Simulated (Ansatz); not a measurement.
# The perfect armchair BP nanoribbon (N = 9, H edges), part 2 of 3

Wanted: the relaxed geometry and the bands of the armchair BP nanoribbon (N = 9, H edges).

Ansatz 0.2.0; DFT PBE, plane waves, PAW; relaxation of a wire's period (the session's first sound run).

So far. Step 2 (Relaxing the period): The cell's length comes to 5.580 Å with spin left out.

## 3. The perfect wire

This step: DFT PBE, plane waves, PAW; bands of a perfect wire (Ansatz 0.2.0).

At the relaxed period the bands are computed along the axis; those that cross an energy going forward count the channels that a perfect wire would open there.

File input.yaml:

```yaml
crystal:
  lattice:
    - [22.277, 0.0, 0.0]
    - [0.0, 7.0, 0.0]
    - [0.0, 0.0, 5.5801529888]
  atoms:
    - { symbol: B, position: [0.211267108, 0.5, 0.99953617] }
    - { symbol: B, position: [0.355659873, 0.5, 0.001434903] }
    - { symbol: B, position: [0.499993, 0.5, 0.001812346] }
    - { symbol: B, position: [0.644326127, 0.5, 0.001434903] }
    - { symbol: B, position: [0.788718892, 0.5, 0.99953617] }
    - { symbol: P, position: [0.214518842, 0.5, 0.324306935] }
    - { symbol: P, position: [0.355900277, 0.5, 0.334572732] }
    - { symbol: P, position: [0.499993, 0.5, 0.335341112] }
    - { symbol: P, position: [0.644085723, 0.5, 0.334572732] }
    - { symbol: P, position: [0.785467158, 0.5, 0.324306935] }
    - { symbol: H, position: [0.15996652, 0.5, 0.452397109] }
    - { symbol: H, position: [0.84001948, 0.5, 0.452397109] }
    - { symbol: B, position: [0.284055392, 0.5, 0.502509829] }
    - { symbol: B, position: [0.428017531, 0.5, 0.502330179] }
    - { symbol: B, position: [0.571968469, 0.5, 0.502330179] }
    - { symbol: B, position: [0.715930608, 0.5, 0.502509829] }
    - { symbol: P, position: [0.283462369, 0.5, 0.836318681] }
    - { symbol: P, position: [0.427963917, 0.5, 0.834980596] }
    - { symbol: P, position: [0.572022083, 0.5, 0.834980596] }
    - { symbol: P, position: [0.716523631, 0.5, 0.836318681] }
    - { symbol: H, position: [0.164168115, 0.5, 0.896978787] }
    - { symbol: H, position: [0.835817885, 0.5, 0.896978787] }
kpoints:
  mp_grid: { grid: [1, 1, 15] }
  band_path: { path: ["Γ", Z], npoints: 90 }
scf:
  occupations: { method: fermi_dirac, width: 0.05 }
hamiltonian:
  xc: pbe
output:
  dos: { e_range: [-5, 4] }
  write_potential: true
  write_density: true
  volumetric_format: npy
```

Started as:

```
> ansatz run input.yaml --threads 4 --pin off --max-ram 16384MiB --backend cpu --events-out ev --progress --plain --runs-dir out
```

Numbers of over 12 decimals in the logs are rounded to 6 here.

What it wrote:

```text
[...]
Crystal: 22 atoms, lattice volume = 870.163 Å³
Basis set: ecut = 420 eV, 16971 PW (Γ)
Bands: 60, of which v1, the nominal top of the filled ones, is band 38 counted from 1 (37 counted from 0)
Symmetry: 4 space group operations
[...]
k-points: 8 of 15 (time reversal used)
[...]
SCF iter   1: F=—  HF=-8267.697293 eV  |F-HF|=—  |Δ(HF+E_count)|=         —  Δρ=1.64e-3  dr2=5.49e-2  ethr=1.77e-3  ⟨swp⟩=10.5  Hψ=3135  notcnv=0  defer=57
[...]
SCF iter   8: F=-8267.715902 eV  HF=-8267.715901 eV  |F-HF|=8.61e-8  |Δ(HF+E_count)|=   1.89e-6  Δρ=2.61e-6  dr2=6.32e-8  ethr=1.32e-10  ⟨swp⟩=21.5  Hψ=3510  notcnv=0
SCF 1 converged in 8 iterations: F = -8267.715902 eV  dr2 = 6.32e-8
[...]
NSCF: frozen V_eff on 91 k-points
WARN: The output density's exchange-correlation potential varies sharply where the density is thin. Do not read a vacuum level from v_tot or v_xc, or from such a field of the output density. On a cell that repeats whose density bears no net charge and no dipole along the vacuum's axis use v_es (v_loc + v_h of the components); under efield.dipole_correction with no amplitude use v_es + v_field, which holds any externa [...]
SCF converged after 8 iterations
Free energy (F): -8267.715902 eV
[...]
Internal energy: -8267.715897 eV  (E = F + TS)
E sigma→0 (E₀):  -8267.715899 eV
Entropy (-TS):   -0.000005 eV (-0.000 meV/atom)
Fermi energy:    -0.953628 eV
[...]
--- Band table (eV; the first three rows and the last of 8) ---
  k-point 0: bands = [... 34 lower, -2.3213, -1.9641, -1.7749, -1.4837, -0.4236, -0.1113, -0.0473, 0.0584, ... 18 higher]
  k-point 1: bands = [... 34 lower, -2.4184, -2.0687, -1.8042, -1.6023, -0.3052, -0.0625, 0.0384, 0.1828, ... 18 higher]
  k-point 2: bands = [... 34 lower, -2.6466, -2.3248, -1.8864, -1.8653, -0.0426, -0.0211, 0.3407, 0.5080, ... 18 higher]
  k-point 7: bands = [... 34 lower, -3.3483, -2.9684, -2.7264, -2.4957, 0.2600, 0.5640, 0.9665, 1.5733, ... 18 higher]
```

Elapsed: 2 min, on 4 threads of Arm Neoverse V1, shared host; peak memory 2.9 GiB.

Numbers from this step:

```yaml
band_gap: 1.060 eV
```

The electronic bands at the labelled points (eV, zero at the Fermi level):

| point | band 35 | band 36 | band 37 | band 38 | band 39 | band 40 | band 41 | band 42 |
| --- | --- | --- | --- | --- | --- | --- | --- | --- |
| Γ | -1.37 | -1.01 | -0.82 | -0.53 | 0.53 | 0.84 | 0.91 | 1.01 |
| halfway | -1.94 | -1.67 | -1.45 | -1.18 | 1.07 | 1.41 | 1.64 | 2.02 |
| Z | -2.46 | -1.97 | -1.82 | -1.54 | 1.21 | 1.55 | 1.88 | 2.57 |

The gap is 1.06 eV, with spin left out.

On this path the gap is direct, 1.06 eV, with the valence top at Γ and the conduction bottom at Γ.

## 4. At a strained period, period over the relaxed period 0.96, k-mesh 1×1×12

This step: DFT PBE, plane waves, PAW; relaxation at a fixed period (Ansatz 0.2.0).

The period is set to 0.96 times the relaxed one and the atoms relax within it: strain changes bond lengths and angles, which shifts the bands against each other. Against the first PBE run of this kind, the mesh along the wire has 12 points against 15.

The cell differs from the one that the last finished run ended in (c 5.580 → 5.357 Å).

input.yaml: that of step 3 with these lines changed.

```diff
@@ -4,3 +4,3 @@
     - [0.0, 7.0, 0.0]
-    - [0.0, 0.0, 5.5801529888]
+    - [0.0, 0.0, 5.3569468693]
   atoms:
@@ -29,3 +29,3 @@
 kpoints:
-  mp_grid: { grid: [1, 1, 15] }
+  mp_grid: { grid: [1, 1, 12] }
   band_path: { path: ["Γ", Z], npoints: 90 }
@@ -35,6 +35,6 @@
   xc: pbe
+relax:
+  max_steps: 40
+  f_tol: 0.02
 output:
-  dos: { e_range: [-5, 4] }
-  write_potential: true
-  write_density: true
-  volumetric_format: npy
+  stress: true
```

What it wrote:

```text
Warning: output.stress: scf.convergence.dr2_threshold = 1e-7 eV (the SCF's general default) is looser than the 2.2e-9 eV advised for a printed stress (1e-10 eV for each atom of the cell: 22). What an SCF threshold leaves in a stress goes as its square root, and in the free energy as the threshold itself, and one threshold admits the most on a small cell: [figures from the program's tests cut] Every solve of this run  [...]
[...]
Crystal: 22 atoms, lattice volume = 835.357 Å³
Basis set: ecut = 420 eV, 16281 PW (Γ), exchange–correlation on 300×96×72 points (8 copies of the dense FFT grid, shifted against one another)
Bands: 60, of which v1, the nominal top of the filled ones, is band 38 counted from 1 (37 counted from 0)
Symmetry: 4 space group operations
[...]
k-points: 7 of 12 (time reversal used)
[...]
SCF iter   1: F=—  HF=-8266.997431 eV  |F-HF|=—  |Δ(HF+E_count)|=         —  Δρ=1.71e-3  dr2=6.13e-2  ethr=1.77e-3  ⟨swp⟩=11.1  Hψ=2836  notcnv=0  defer=52
[...]
SCF iter   7: F=-8267.013426 eV  HF=-8267.013424 eV  |F-HF|=2.09e-6  |Δ(HF+E_count)|=   4.84e-5  Δρ=7.71e-6  dr2=5.69e-7  ethr=1.32e-8  ⟨swp⟩=5.0  Hψ=1298  notcnv=0
SCF 1 converged in 7 iterations: F = -8267.013426 eV  dr2 = 5.69e-7
[...]
relax step   1: F+E_penalty+E_count = -8267.01342570 eV  Δ(F+E_penalty+E_count) = +0.000e0 eV  max|allowed force component| = 1.078e0 eV/Å  Δτ_max = 0.0000 Å  (7 SCF iters, dr2 threshold 1.00e-5 eV, accepted)
[...]
SCF iter   6: F=-8267.174771 eV  HF=-8267.174777 eV  |F-HF|=5.82e-6  |Δ(HF+E_count)|=   2.38e-5  Δρ=2.17e-5  dr2=1.01e-5  ethr=9.56e-8  ⟨swp⟩=3.4  Hψ=1332  notcnv=0
SCF 2 converged in 6 iterations: F = -8267.174771 eV  dr2 = 1.01e-5
[...]
relax step   2: F+E_penalty+E_count = -8267.17477135 eV  Δ(F+E_penalty+E_count) = -1.613e-1 eV  max|allowed force component| = 5.356e-1 eV/Å  Δτ_max = 0.0679 Å  (6 SCF iters, dr2 threshold 7.27e-5 eV, accepted)
SCF iter   1: F=—  HF=-8267.242763 eV  |F-HF|=—  |Δ(HF+E_count)|=         —  Δρ=3.50e-3  dr2=7.72e-2  ethr=1.01e-3  ⟨swp⟩=5.6  Hψ=1028  notcnv=0  defer=92
[...]
SCF iter   6: F=-8267.224625 eV  HF=-8267.224628 eV  |F-HF|=3.13e-6  |Δ(HF+E_count)|=   1.50e-6  Δρ=2.04e-5  dr2=6.86e-6  ethr=2.36e-8  ⟨swp⟩=5.3  Hψ=1409  notcnv=0
SCF 3 converged in 6 iterations: F = -8267.224625 eV  dr2 = 6.86e-6
[...]
relax step   3: F+E_penalty+E_count = -8267.22462479 eV  Δ(F+E_penalty+E_count) = -4.985e-2 eV  max|allowed force component| = 4.914e-2 eV/Å  Δτ_max = 0.0545 Å  (6 SCF iters, dr2 threshold 1.79e-5 eV, accepted)
SCF iter   1: F=—  HF=-8267.224933 eV  |F-HF|=—  |Δ(HF+E_count)|=         —  Δρ=1.66e-4  dr2=1.82e-4  ethr=1.62e-6  ⟨swp⟩=2.7  Hψ=911  notcnv=0  defer=92
[...]
SCF iter   6: F=-8267.224890 eV  HF=-8267.224890 eV  |F-HF|=2.00e-9  |Δ(HF+E_count)|=   4.36e-9  Δρ=9.47e-7  dr2=1.07e-8  ethr=1.32e-10  ⟨swp⟩=4.9  Hψ=1262  notcnv=0
SCF 4 converged in 6 iterations: F = -8267.224890 eV  dr2 = 1.07e-8
[...]
relax step   4: F+E_penalty+E_count = -8267.22488978 eV  Δ(F+E_penalty+E_count) = -2.650e-4 eV  max|allowed force component| = 1.335e-2 eV/Å  Δτ_max = 0.0020 Å  (6 SCF iters, accepted)
[...]
the band table was solved once a step of the walk had ended and its energy, with any forces and stress, was formed, with the checks that follow a solve (3208 applications of the Hamiltonian). They found nothing against the state; the energy, forces and stress were not computed again (output.eigenvalues in the input reference)
[...]
SCF converged after 6 iterations
Free energy (F): -8267.224890 eV
[...]
Internal energy: -8267.224876 eV  (E = F + TS)
E sigma→0 (E₀):  -8267.224883 eV
Entropy (-TS):   -0.000013 eV (-0.001 meV/atom)
Fermi energy:    -0.746911 eV
[...]
--- Forces (eV/Å), atoms counted from 1 ---
  atom   1  B     -0.01334655    -0.00000000    -0.00339074
  atom   2  B      0.00046395    -0.00000000    -0.00030171
  atom   3  B     -0.00000000    -0.00000000     0.00033019
  atom   4  B     -0.00046395    -0.00000000    -0.00030171
  atom   5  B      0.01334655    -0.00000000    -0.00339074
  atom   6  P     -0.00798968     0.00000000     0.00559409
  atom   7  P      0.00151599    -0.00000000    -0.00016404
  atom   8  P      0.00000000     0.00000000    -0.00110613
  atom   9  P     -0.00151599    -0.00000000    -0.00016404
  atom  10  P      0.00798968    -0.00000000     0.00559409
  atom  11  H      0.00783949     0.00000000    -0.00509293
  atom  12  H     -0.00783949    -0.00000000    -0.00509293
  atom  13  B      0.00086579     0.00000000    -0.00107515
  atom  14  B      0.00058964     0.00000000    -0.00092355
  atom  15  B     -0.00058964     0.00000000    -0.00092355
  atom  16  B     -0.00086579    -0.00000000    -0.00107515
  atom  17  P      0.00138892     0.00000000     0.00146644
  atom  18  P      0.00104709     0.00000000     0.00104619
  atom  19  P     -0.00104709    -0.00000000     0.00104619
  atom  20  P     -0.00138892    -0.00000000     0.00146644
  atom  21  H      0.01091095     0.00000000     0.00322509
  atom  22  H     -0.01091095    -0.00000000     0.00322509
  max |Σ_I F_I| component: 8.55e-6 eV/Å
--- Stress (GPa, compression-positive) ---
       -0.008586      -0.000000      -0.000000
       -0.000000       0.339749      -0.000000
       -0.000000      -0.000000       4.625031
  P = ⅓ Tr σ = 1.6521 GPa (16.521 kbar)
--- Band table (eV; the first three rows and the last of 7) ---
  k-point 0: bands = [... 34 lower, -1.9721, -1.7371, -1.6139, -1.2235, -0.2698, 0.0939, 0.2110, 0.3258, ... 18 higher]
  k-point 1: bands = [... 34 lower, -2.1472, -1.8291, -1.7467, -1.4217, -0.0831, 0.1825, 0.3296, 0.5422, ... 18 higher]
  k-point 2: bands = [... 34 lower, -2.5427, -2.2263, -1.8650, -1.8111, 0.1974, 0.2745, 0.7915, 1.0049, ... 18 higher]
  k-point 6: bands = [... 34 lower, -3.3354, -2.8489, -2.7112, -2.4366, 0.3311, 0.6971, 0.9885, 1.7779, ... 18 higher]
--- Relaxed structure (4 steps of the walk, 4 accepted, 0 SCFs on fresh bases) ---
  F+E_penalty+E_count = -8267.22488978 eV   max|allowed force component| = 1.335e-2 eV/Å
  atoms:
    - { symbol: B, position: [0.206890, 0.500000, 0.994167] }
    - { symbol: B, position: [0.353863, 0.500000, -0.00122569] }
    - { symbol: B, position: [0.499993, 0.500000, -0.000723362] }
    - { symbol: B, position: [0.646123, 0.500000, -0.00122569] }
    - { symbol: B, position: [0.793096, 0.500000, 0.994167] }
    - { symbol: P, position: [0.210300, 0.500000, 0.328336] }
    - { symbol: P, position: [0.354189, 0.500000, 0.337262] }
    - { symbol: P, position: [0.499993, 0.500000, 0.337802] }
    - { symbol: P, position: [0.645797, 0.500000, 0.337262] }
    - { symbol: P, position: [0.789686, 0.500000, 0.328336] }
    - { symbol: H, position: [0.157331, 0.500000, 0.471875] }
    - { symbol: H, position: [0.842655, 0.500000, 0.471875] }
    - { symbol: B, position: [0.281440, 0.500000, 0.499263] }
    - { symbol: B, position: [0.427161, 0.500000, 0.499677] }
    - { symbol: B, position: [0.572825, 0.500000, 0.499677] }
    - { symbol: B, position: [0.718546, 0.500000, 0.499263] }
    - { symbol: P, position: [0.280759, 0.500000, 0.839365] }
    - { symbol: P, position: [0.427047, 0.500000, 0.837537] }
    - { symbol: P, position: [0.572939, 0.500000, 0.837537] }
    - { symbol: P, position: [0.719227, 0.500000, 0.839365] }
    - { symbol: H, position: [0.161016, 0.500000, 0.879148] }
    - { symbol: H, position: [0.838970, 0.500000, 0.879148] }
```

The job ended after 2.2 min (4 threads; peak memory 2.9 GiB; 8.6 min of CPU time).

The steps of the relaxation:

| step | energy less that of the first step (eV) | largest force component (eV/Å) |
| --- | --- | --- |
| 1 | 0.0000 | 1.0783 |
| 2 | -0.1613 | 0.5356 |
| 3 | -0.2112 | 0.0491 |
| 4 | -0.2115 | 0.0133 |

Forces are held to the 4 operations that the run works with; a distortion that breaks them can't arise in this run.

The atoms that moved most (Å):

| atom | dx | dy | dz | length |
| --- | --- | --- | --- | --- |
| H12 | 0.059 | 0.000 | 0.104 | 0.120 |
| H11 | -0.059 | 0.000 | 0.104 | 0.120 |
| H21 | -0.070 | 0.000 | -0.096 | 0.119 |
| H22 | 0.070 | 0.000 | -0.096 | 0.119 |
| B1 | -0.098 | 0.000 | -0.029 | 0.102 |
| B5 | 0.098 | 0.000 | -0.029 | 0.102 |
| P10 | 0.094 | 0.000 | 0.022 | 0.096 |
| P6 | -0.094 | 0.000 | 0.022 | 0.096 |

The relaxed structure:

```cif
data_structure
_symmetry_space_group_name_H-M 'P 1'
_symmetry_Int_Tables_number 1
_cell_length_a 22.2770
_cell_length_b 7.0000
_cell_length_c 5.3569
_cell_angle_alpha 90.000
_cell_angle_beta 90.000
_cell_angle_gamma 90.000
_cell_volume 835.36
loop_
_atom_site_label
_atom_site_type_symbol
_atom_site_fract_x
_atom_site_fract_y
_atom_site_fract_z
_atom_site_occupancy
B1 B 0.20689 0.50000 0.99417 1
B2 B 0.35386 0.50000 0.99877 1
B3 B 0.49999 0.50000 0.99928 1
B4 B 0.64612 0.50000 0.99877 1
B5 B 0.79310 0.50000 0.99417 1
P6 P 0.21030 0.50000 0.32834 1
P7 P 0.35419 0.50000 0.33726 1
P8 P 0.49999 0.50000 0.33780 1
P9 P 0.64580 0.50000 0.33726 1
P10 P 0.78969 0.50000 0.32834 1
H11 H 0.15733 0.50000 0.47188 1
H12 H 0.84266 0.50000 0.47188 1
B13 B 0.28144 0.50000 0.49926 1
B14 B 0.42716 0.50000 0.49968 1
B15 B 0.57282 0.50000 0.49968 1
B16 B 0.71855 0.50000 0.49926 1
P17 P 0.28076 0.50000 0.83936 1
P18 P 0.42705 0.50000 0.83754 1
P19 P 0.57294 0.50000 0.83754 1
P20 P 0.71923 0.50000 0.83936 1
H21 H 0.16102 0.50000 0.87915 1
H22 H 0.83897 0.50000 0.87915 1
```

This step gave:

```
band gap : 0.9537 eV
```

The electronic bands at the labelled points (eV, zero at the Fermi level):

| point | band 35 | band 36 | band 37 | band 38 | band 39 | band 40 | band 41 | band 42 |
| --- | --- | --- | --- | --- | --- | --- | --- | --- |
| Γ | -1.23 | -0.99 | -0.87 | -0.48 | 0.48 | 0.84 | 0.96 | 1.07 |
| halfway | -1.94 | -1.84 | -1.49 | -1.29 | 1.00 | 1.36 | 1.58 | 2.09 |
| Z | -2.59 | -2.10 | -1.96 | -1.69 | 1.08 | 1.44 | 1.74 | 2.52 |

The gap is 0.954 eV, against 1.06 eV under PBE at the relaxed period.

## 5. Strain along the wire, period over the relaxed period 0.98, k-mesh 1×1×11

The period is set to 0.98 times the relaxed one and the atoms relax within it: strain changes bond lengths and angles, which shifts the bands against each other. Against the first PBE run of this kind, the mesh along the wire has 11 points against 15.

The cell differs from the one that the last finished run ended in (c 5.357 → 5.469 Å).

input.yaml: that of step 4 with these lines changed.

```diff
@@ -4,3 +4,3 @@
     - [0.0, 7.0, 0.0]
-    - [0.0, 0.0, 5.3569468693]
+    - [0.0, 0.0, 5.468549929]
   atoms:
@@ -29,3 +29,3 @@
 kpoints:
-  mp_grid: { grid: [1, 1, 12] }
+  mp_grid: { grid: [1, 1, 11] }
   band_path: { path: ["Γ", Z], npoints: 90 }
```

What it wrote:

```text
[...]
Crystal: 22 atoms, lattice volume = 852.760 Å³
Basis set: ecut = 420 eV, 16619 PW (Γ), exchange–correlation on 300×96×80 points (8 copies of the dense FFT grid, shifted against one another)
Bands: 60, of which v1, the nominal top of the filled ones, is band 38 counted from 1 (37 counted from 0)
Symmetry: 4 space group operations
[...]
- { symbol: B, position: [0.427614, 0.5, 0.501101] }
    - { symbol: B, position: [0.572372, 0.5, 0.501101] }
    - { symbol: B, position: [0.717172, 0.5, 0.500993] }
    - { symbol: P, position: [0.282174, 0.5, 0.837760] }
    - { symbol: P, position: [0.427528, 0.5, 0.836120] }
    - { symbol: P, position: [0.572458, 0.5, 0.836120] }
    - { symbol: P, position: [0.717812, 0.5, 0.837760] }
    - { symbol: H, position: [0.162663, 0.5, 0.887961] }
    - { symbol: H, position: [0.837323, 0.5, 0.887961] }
[key lines of the parts left out:]
SCF converged after 5 iterations
Free energy (F): -8267.595903 eV
Fermi energy:    -0.853005 eV
P = ⅓ Tr σ = 0.8547 GPa (8.547 kbar)
```

It took 2.2 min on 4 threads; peak memory 3 GiB.

Step by step:

| step | energy less that of the first step (eV) | largest force component (eV/Å) |
| --- | --- | --- |
| 1 | 0.0000 | 0.4714 |
| 2 | -0.0369 | 0.2371 |
| 3 | -0.0474 | 0.0200 |
| 4 | -0.0474 | 0.0203 |
| 5 | -0.0474 | 0.0049 |

The run keeps the 4 symmetry operations that it works with, so distortions that break them were not tested.

The atoms that moved most (Å):

| atom | dx | dy | dz | length |
| --- | --- | --- | --- | --- |
| H11 | -0.028 | 0.000 | 0.054 | 0.061 |
| H12 | 0.028 | 0.000 | 0.054 | 0.061 |
| H21 | -0.034 | 0.000 | -0.049 | 0.060 |
| H22 | 0.034 | 0.000 | -0.049 | 0.060 |
| B5 | 0.047 | 0.000 | -0.014 | 0.050 |
| B1 | -0.047 | 0.000 | -0.014 | 0.050 |
| P10 | 0.046 | 0.000 | 0.011 | 0.047 |
| P6 | -0.046 | 0.000 | 0.011 | 0.047 |

The relaxed structure:

```xyz
22
Lattice="22.2770 0.0000 0.0000 0.0000 7.0000 0.0000 0.0000 0.0000 5.4685" Properties=species:S:1:pos:R:3
B     4.6589    3.5000    5.4516
B     7.9040    3.5000    0.0013
B    11.1383    3.5000    0.0034
B    14.3727    3.5000    0.0013
B    17.6178    3.5000    5.4516
P     4.7330    3.5000    1.7845
P     7.9103    3.5000    1.8363
P    11.1383    3.5000    1.8397
P    14.3664    3.5000    1.8363
P    17.5437    3.5000    1.7845
H     3.5358    3.5000    2.5278
H    18.7409    3.5000    2.5278
B     6.3002    3.5000    2.7397
B     9.5260    3.5000    2.7403
B    12.7507    3.5000    2.7403
B    15.9764    3.5000    2.7397
P     6.2860    3.5000    4.5813
P     9.5240    3.5000    4.5724
P    12.7527    3.5000    4.5724
P    15.9907    3.5000    4.5813
H     3.6236    3.5000    4.8559
H    18.6530    3.5000    4.8559
```

The gap is 1.00 eV, against 1.06 eV under PBE at the relaxed period.

[end of part 2 of 3]

[Logs are printed without paths, hosts, clocks, repeated set-up lines and the standing remarks that a program may print on its own settings, such as how far it seeks lower states.]

[Hosts, paths, dates, database ids (printed as entryN), source tags and the programs' standing remarks are cut or masked in the printed files.]
